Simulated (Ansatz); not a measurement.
Crystal: GaN.

```xyz
2
Lattice="5.2304 0.0000 0.0000 -2.6152 4.5296 0.0000 0.0000 0.0000 3.3901" Properties=species:S:1:pos:R:3 pbc="T T T"
Ga    0.0000    0.0000    1.6950
N     0.0000    0.0000    0.0000
```

The cell was built by a generator and needn't be a form met in nature.

```yaml
Program: Ansatz 0.2.0
Task: relaxation of cell and atoms
Functional: HSEsol
Potentials_or_basis: Ansatz PAW
Cutoff: "420 eV (not typed: the program's choice for these potentials)"
k_mesh: 3 × 3 × 4
Occupations: fermi-dirac, width 0.05 eV
Spin: no spin polarisation
```

At the start: volume 40.16 Å³/atom.

**Question.** Where does the relaxation end?

**Answer.** It ends after 8 steps and the volume is 40.88 Å³/atom (+1.8 %); space group P6/mmm (No. 191, to 0.05 Å).

Step by step:
```
step  energy change (eV)  largest force (eV/Å)  volume (Å³)
   1              0.0000                0.0000        80.32
   2             -0.0133                0.0000        80.00
   3             -0.0161                0.0000        79.97
   4             -0.0159                0.0000        80.16
   5             -0.0152                0.0000        81.12
   6             -0.0148                0.0000        81.63
   7             -0.0147                0.0000        81.76
   8             -0.0165                0.0000        81.76
```

Final structure:
```
Ga N
1.0
     5.30817    0.00000    0.00000
    -2.65408    4.59701    0.00000
     0.00000    0.00000    3.35039
Ga N
1 1
Direct
  0.00000 0.00000 0.50000
  0.00000 0.00000 0.00000
```

Caveat: the k mesh is coarse (spacing up to 0.46 Å⁻¹), so the values aren't converged, least of all with exact exchange; the plane-wave basis is chosen anew once the cell has moved, so the energies of steps on either side of that aren't comparable; the PAW data sets come from PBE, with cores solved anew for the run's functional, which leaves a small shift of forces and pressure.
